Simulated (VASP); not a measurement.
# Sc in VASP: a series of runs

Runs on Sc. Level: PBE. Tasks: single point.

All numbers are computed with VASP 6.6.1; they aren't measurements. Logs are shortened: lines on timing, memory, paths and dates and some standing lists are left out, and cuts for length are marked.

**1. Starting point**

The cell holds a slab with vacuum, 5 atoms: a = 3.211 Å, b = 3.211 Å, c = 25.487 Å, α = 90.00°, β = 90.00°, γ = 120.00°.

The slab is cut from a database's or a generator's crystal, which needn't be the stable form of the element.

**2. Single point, PBE**

Input file INCAR:

```
ALGO     = Normal         # electronic algorithm
EDIFF    = 1E-7           # SCF threshold, eV
ENCUT    = 460            # plane-wave cutoff, eV
GGA      = PE             # functional
IDIPOL   = 3            
ISIF     = 2              # what is computed and relaxed
ISMEAR   = 1              # smearing method
LASPH    = True           # aspherical terms in the spheres
LCHARG   = False          # write CHGCAR
LREAL    = False          # projectors in reciprocal space
LVACPOTAV= True         
LVHAR    = True         
LWAVE    = False          # write WAVECAR
NBANDS   = 40             # bands
NELM     = 120            # most SCF steps
PREC     = Accurate       # precision mode
SIGMA    = 0.1            # smearing width, eV
```

Input file KPOINTS:

```
k-points
0
Gamma
  12 12 1
```

Input file POSCAR:

```
Sc
1.0
    3.2109718934      0.0000000000      0.0000000000
   -1.6054859467      2.7807832305      0.0000000000
    0.0000000000      0.0000000000     25.4869902896
Sc
5
Direct
    0.6666666667      0.3333333333      0.2942677780
    0.3333333333      0.6666666667      0.3971338890
    0.0000000000      0.0000000000      0.5000000000
    0.6666666667      0.3333333333      0.6028661110
    0.3333333333      0.6666666667      0.7057322220
```

Potentials or basis: VASP PAW PBE potentials, release 64 (Sc_sv).

The run is started by

```console
> cat potpaw_PBE.64/Sc_sv/POTCAR > POTCAR
> mpirun -np 1 vasp_std > vasp.out
```

OUTCAR:

```text
EDIFF = 1E-7
   ENCUT = 460
   GGA = PE
   ISIF = 2
   ISMEAR = 1
   LASPH = True
   LREAL = False
   NELM = 120
   PREC = Accurate

 Found     19 irreducible k-points:

 Following reciprocal coordinates:
            Coordinates               Weight
  0.000000  0.000000  0.000000      1.000000
  0.083333  0.000000  0.000000      6.000000
  0.166667  0.000000  0.000000      6.000000
  0.250000  0.000000  0.000000      6.000000
  0.333333 -0.000000  0.000000      6.000000
  0.416667 -0.000000  0.000000      6.000000
   k-points           NKPTS =     19   k-points in BZ     NKDIM =     19   number of bands    NBANDS=     40
   number of dos      NEDOS =    301   number of ions     NIONS =      5
   total plane-waves  NPLWV = 103680
   dimension x,y,z NGX =    24 NGY =   24 NGZ =  180
   dimension x,y,z NGXF=    48 NGYF=   48 NGZF=  360
   ions per type =               5
   NGX,Y,Z   is equivalent  to a cutoff of  12.43, 12.43, 11.74 a.u.
   NGXF,Y,Z  is equivalent  to a cutoff of  24.85, 24.85, 23.48 a.u.
 SYSTEM =  unknown system
   PREC   = accura    normal or accurate (medium, high low for compatibility)
   ISTART =      0    job   : 0-new  1-cont  2-samecut
   ICHARG =      2    charge: 1-file 2-atom 10-const
   ISPIN  =      1    spin polarized calculation?
   LNONCOLLINEAR =      F non collinear calculations
   LSORBIT =      F    spin-orbit coupling
   LASPH  =      T    aspherical Exc in radial PAW
   ENCUT  =  460.0 eV  33.81 Ry    5.81 a.u.   5.62  5.62 44.57*2*pi/ulx,y,z
   NELM   =    120;   NELMIN=  2; NELMDL= -5     # of ELM steps
   EDIFF  = 0.1E-06   stopping-criterion for ELM
   LREAL  =      F    real-space projection
   EDIFFG = 0.1E-05   stopping-criterion for IOM
   NSW    =      0    number of steps for IOM
   IBRION =     -1    ionic relax: 0-MD 1-quasi-New 2-CG
   NFREE  =      0    steps in history (QN), initial steepest desc. (CG)
   ISIF   =      2    stress and relaxation
   ISYM   =      2    0-nonsym 1-usesym 2-fastsym
   POTIM  = 0.5000    time-step for ionic-motion
   TEBEG  =    0.0;   TEEND  =   0.0 temperature during run
   PSTRESS=    0.0 pullay stress
   NELECT =      55.0000    total number of electrons
   NUPDOWN=      -1.0000    fix difference up-down
   EMIN   =  10.00;   EMAX   =-10.00  energy-range for DOS
   EFERMI =   0.00;   METHOD = LEGACY
   ISMEAR =     1;   SIGMA  =   0.10  broadening in eV -4-tet -1-fermi 0-gaus
   EFERMI_NEDOS =   21; number of points for ismear=-14 and -15
   IALGO  =     38    algorithm
   IMIX   =      4    mixing-type and parameters
     AMIX     =   0.40;   BMIX     =  1.00
     AMIX_MAG =   1.60;   BMIX_MAG =  1.00
  volume/ion in A,a.u.               =      45.51       307.15
  Fermi-wavevector in a.u.,A,eV,Ry     =   1.019737  1.927024 14.148212  1.039864
  Thomas-Fermi vector in A             =   2.153268
   LORBIT       =      0    0 simple, 1 ext, 2 COOP (PROOUT), +10 PAW based schemes
   GGA     = PE    functional components
   LHFCALC =     F    Hartree Fock is set to
   AEXX    =    0.0000 exact exchange contribution
   IVDW    =     0    specifies the selected vdW correction
   LEPSILON=     F    determine dielectric tensor
   LRPA    =     F    only Hartree local field effects (RPA)
 non-spin polarized calculation
 Methfessel and Paxton  Order N= 1 SIGMA  =   0.10
  energy-cutoff  :      460.00
  volume of cell :      227.57
 maximum number of plane-waves:      5150
 NGX is ok and might be reduce to    24
   NGX = 11   NGY = 11   NGZ = 89

 number of electron      55.0000004 magnetization

 Free energy of the ion-electron system (eV)
  ---------------------------------------------------
  ext. energy  EPLUGINS =         0.00000000
  ---------------------------------------------------
  free energy    TOTEN  =       -29.59351094 eV

  energy without entropy =      -29.58403063  energy(sigma->0) =      -29.59035084

 E-fermi :   0.4765     XC(G=0):  -5.9576

 val. band max:        0.4732614004   @ k =   0.2500   0.1667   0.0000
 cond. band min:       0.4806441668   @ k =   0.4167   0.0833   0.0000
 fundamental gap:      0.0073827664
 Fermi energy:         0.4765026108

 k-point     1 :       0.0000    0.0000    0.0000
  band No.  band energies     occupation
      1     -49.2408      2.00000
      2     -49.2408      2.00000
      3     -48.8291      2.00000
      4     -48.7630      2.00000
      5     -48.7525      2.00000
      6     -27.9666      2.00000
[... 31 lines left out ...]
     38       2.2165     -0.00000
     39       2.2566     -0.00000

 k-point     2 :       0.0833    0.0000    0.0000
  band No.  band energies     occupation
      1     -49.2375      2.00000
      2     -49.2375      2.00000
      3     -48.8253      2.00000
      4     -48.7598      2.00000
      5     -48.7499      2.00000
      6     -27.9618      2.00000
[... 31 lines left out ...]
     38       2.2384     -0.00000
     39       2.2848     -0.00000

 k-point     3 :       0.1667    0.0000    0.0000
  band No.  band energies     occupation
      1     -49.2286      2.00000
      2     -49.2286      2.00000
      3     -48.8149      2.00000
      4     -48.7510      2.00000
      5     -48.7426      2.00000
      6     -27.9490      2.00000
[... 31 lines left out ...]
     38       2.3642     -0.00000
     39       2.4510     -0.00000

 k-point     4 :       0.2500    0.0000    0.0000
  band No.  band energies     occupation
      1     -49.2164      2.00000
      2     -49.2164      2.00000
      3     -48.8004      2.00000
      4     -48.7389      2.00000
      5     -48.7327      2.00000
      6     -27.9325      2.00000
[... 31 lines left out ...]
     38       2.5782      0.00000
     39       2.6458      0.00000

 k-point     5 :       0.3333   -0.0000    0.0000
  band No.  band energies     occupation
      1     -49.2042      2.00000
      2     -49.2041      2.00000
      3     -48.7858      2.00000
      4     -48.7268      2.00000
      5     -48.7229      2.00000
      6     -27.9320      2.00000
[... 31 lines left out ...]
     38       2.8109      0.00000
     39       2.8306      0.00000

 k-point     6 :       0.4167   -0.0000    0.0000
  band No.  band energies     occupation
      1     -49.1952      2.00000
      2     -49.1951      2.00000
      3     -48.7749      2.00000
      4     -48.7179      2.00000
      5     -48.7159      2.00000
      6     -27.9938      2.00000
[... 31 lines left out ...]
     38       2.8948      0.00000
     39       3.2143      0.00000

 [... further k-points ...]

 [bands above 39 left out]

------------------------ aborting loop because EDIFF is reached ----------------------------------------

 dipolmoment           0.000000      0.000000     -0.000000 electrons x Angstroem

  FORCE on cell =-STRESS in cart. coord.  units (eV):
  Direction    XX          YY          ZZ          XY          YZ          ZX
  --------------------------------------------------------------------------------------
  -------------------------------------------------------------------------------------
  Total        1.3382326      1.3382326      0.9003698      0.0000000      0.0000000      0.0000000
  in kB        9.4214988      9.4214988      6.3388328      0.0000000      0.0000000      0.0000000
  external PRESSURE =       8.3939435 kB  Pullay stress =       0.0000000 kB

 VOLUME and BASIS-vectors are now :
 -----------------------------------------------------------------------------
  energy-cutoff  :      460.00
  volume of cell :      227.57
      direct lattice vectors                 reciprocal lattice vectors
     3.210971893  0.000000000  0.000000000     0.311432187  0.179805457  0.000000000
    -1.605485947  2.780783230  0.000000000     0.000000000  0.359610914  0.000000000
     0.000000000  0.000000000 25.486990290     0.000000000  0.000000000  0.039235704

 POSITION                                       TOTAL-FORCE (eV/Angst)
 -----------------------------------------------------------------------------------
      1.60549      0.92693      7.50000        -0.000000     -0.000000      0.032640
     -0.00000      1.85386     10.12175         0.000000     -0.000000     -0.248102
      0.00000      0.00000     12.74350         0.000000     -0.000000     -0.000000
      1.60549      0.92693     15.36524        -0.000000     -0.000000      0.248102
     -0.00000      1.85386     17.98699         0.000000      0.000000     -0.032640
 -----------------------------------------------------------------------------------
    total drift:                                0.000000     -0.000000     -0.000000

  FREE ENERGIE OF THE ION-ELECTRON SYSTEM (eV)
  ---------------------------------------------------
  free  energy   TOTEN  =       -29.5935109408 eV

  energy  without entropy=      -29.5840306270  energy(sigma->0) =      -29.59035084
```

Wall time 4.9 min (1 thread of AMD EPYC 7R43 (Zen 3), shared host); peak memory 0.31 GiB.

The run converged, but some of its settings lie outside the range that counts as converged, so its numbers aren't taken as properties of the slab.

What came out:

```
Free energy            : -29.5935 eV
Largest force          : 0.248 eV/Å
Band gap on the k mesh : none (metal or under the smearing width)
```

**3. Single point, PBE**

This run uses another cell than the first one, of 40.16 Å³/atom, 0.882 times its volume.

Edit INCAR of step 2 so:

```diff
@@ -1,4 +1,5 @@
 ALGO     = Normal         # electronic algorithm
+DIPOL    = 0.5 0.5 0.500
 EDIFF    = 1E-7           # SCF threshold, eV
-ENCUT    = 460            # plane-wave cutoff, eV
+ENCUT    = 650            # plane-wave cutoff, eV
 GGA      = PE             # functional
@@ -9,2 +10,3 @@
 LCHARG   = False          # write CHGCAR
+LDIPOL   = True         
 LREAL    = False          # projectors in reciprocal space
```

KPOINTS is that of step 2.

Input file POSCAR:

```
Sc
1.0
    3.2109718934      0.0000000000      0.0000000000
   -1.6054859467      2.7807832305      0.0000000000
    0.0000000000      0.0000000000     22.4869902896
Sc
5
Direct
    0.6666666667      0.3333333333      0.2668209450
    0.3333333333      0.6666666667      0.3834104725
    0.0000000000      0.0000000000      0.5000000000
    0.6666666667      0.3333333333      0.6165895275
    0.3333333333      0.6666666667      0.7331790550
```

Potentials or basis: VASP PAW PBE potentials, release 64 (Sc_sv).

The run is started by

```console
> cat potpaw_PBE.64/Sc_sv/POTCAR > POTCAR
> mpirun -np 1 vasp_std > vasp.out
```

Run time: 9.2 min. Hardware: 1 thread of AMD EPYC 7R43 (Zen 3), shared host; peak memory 0.39 GiB.

These settings aren't checked as converged: the numbers below hold their error.

What came out:

```
Free energy                     : -29.5957 eV
Largest force                   : 0.248 eV/Å
Band gap on the k mesh          : none (metal or under the smearing width)
Work function of the upper face : 3.60 eV
Work function of the lower face : 3.60 eV
```

**4. Single point, PBE**

This run uses another cell than the first one, of 58.02 Å³/atom, 1.275 times its volume.

Input file INCAR:

```
PREC = Accurate ; ENCUT = 650
EDIFF = 1E-7 ; ISMEAR = 1
SIGMA = 0.1 ; LREAL = False
LASPH = True ; NELM = 120
ALGO = Normal ; ISIF = 2
LWAVE = False ; LCHARG = False
LDIPOL = True ; IDIPOL = 3
DIPOL = 0.5 0.5 0.500 ; GGA = PE
NBANDS = 40 ; LVHAR = True
LVACPOTAV = True
```

Input file KPOINTS:

```
Automatic mesh
0
Gamma
  15 15 1
```

Input file POSCAR:

```
Sc
1.0
    3.2109718934      0.0000000000      0.0000000000
   -1.6054859467      2.7807832305      0.0000000000
    0.0000000000      0.0000000000     32.4869902896
Sc
5
Direct
    0.6666666667      0.3333333333      0.3385970785
    0.3333333333      0.6666666667      0.4192985392
    0.0000000000      0.0000000000      0.5000000000
    0.6666666667      0.3333333333      0.5807014608
    0.3333333333      0.6666666667      0.6614029215
```

The run is started by

```console
> cat potpaw_PBE.64/Sc_sv/POTCAR > POTCAR
> mpirun -np 1 vasp_std > vasp.out
```

Run time: 15 min. Hardware: 1 thread of Intel Xeon Platinum 8488C (Sapphire Rapids), shared host; peak memory 0.66 GiB.

These settings aren't checked as converged: the numbers below hold their error.

Results:

| Property | Result |
| --- | --- |
| Free energy | -29.5964 eV |
| Largest force | 0.246 eV/Å |
| Band gap on the k mesh | none (metal or under the smearing width) |
| Work function of the upper face | 3.63 eV |
| Work function of the lower face | 3.63 eV |

**5. Single point, PBE**

This run uses another cell than the first one, of 40.16 Å³/atom, 0.882 times its volume.

Edit INCAR of step 4 so:

```diff
@@ -1,2 +1,2 @@
-PREC = Accurate ; ENCUT = 650
+PREC = Accurate ; ENCUT = 280
 EDIFF = 1E-7 ; ISMEAR = 1
```

Input file KPOINTS:

```
Automatic mesh
0
Gamma
  6 6 1
```

Input file POSCAR:

```
Sc
1.0
    3.2109718934      0.0000000000      0.0000000000
   -1.6054859467      2.7807832305      0.0000000000
    0.0000000000      0.0000000000     22.4869902896
Sc
5
Direct
    0.6666666667      0.3333333333      0.2668209450
    0.3333333333      0.6666666667      0.3834104725
    0.0000000000      0.0000000000      0.5000000000
    0.6666666667      0.3333333333      0.6165895275
    0.3333333333      0.6666666667      0.7331790550
```

The run is started by

```console
> cat potpaw_PBE.64/Sc_sv/POTCAR > POTCAR
> mpirun -np 1 vasp_std > vasp.out
```

It took 50 s on 1 thread of Intel Xeon Platinum 8488C (Sapphire Rapids), shared host; peak memory 0.18 GiB.

The run converged, but some of its settings lie outside the range that counts as converged, so its numbers aren't taken as properties of the slab.

Results:

- Free energy: -29.5926 eV
- Largest force: 0.266 eV/Å
- Band gap on the k mesh: none (metal or under the smearing width)
- Work function of the upper face: 3.65 eV
- Work function of the lower face: 3.65 eV

Caveat: the k mesh is coarse (spacing up to 0.38 Å⁻¹), so the values aren't converged; the cutoff is under 1.25 times the usual one of these potentials, so pressure, stress and relaxed cells hold a basis-set (Pulay) error.

**6. Single point, PBE**

This run uses another cell than the first one, of 40.16 Å³/atom, 0.882 times its volume.

Edit INCAR of step 5 so:

```diff
@@ -1,2 +1,2 @@
-PREC = Accurate ; ENCUT = 280
+PREC = Accurate ; ENCUT = 460
 EDIFF = 1E-7 ; ISMEAR = 1
```

KPOINTS is that of step 5.

POSCAR is that of step 5.

Potentials or basis: VASP PAW PBE potentials, release 64 (Sc_sv).

The run is started by

```console
> cat potpaw_PBE.64/Sc_sv/POTCAR > POTCAR
> mpirun -np 1 vasp_std > vasp.out
```

It took 95 s on 1 thread of Intel Xeon Platinum 8488C (Sapphire Rapids), shared host; peak memory 0.27 GiB.

These settings aren't checked as converged: the numbers below hold their error.

Results:

```yaml
Free_energy: -29.5992 eV
Largest_force: 0.266 eV/Å
Band_gap_on_the_k_mesh: none (metal or under the smearing width)
Work_function_of_the_upper_face: 3.65 eV
Work_function_of_the_lower_face: 3.65 eV
```

Caveat: the k mesh is coarse (spacing up to 0.38 Å⁻¹), so the values aren't converged.
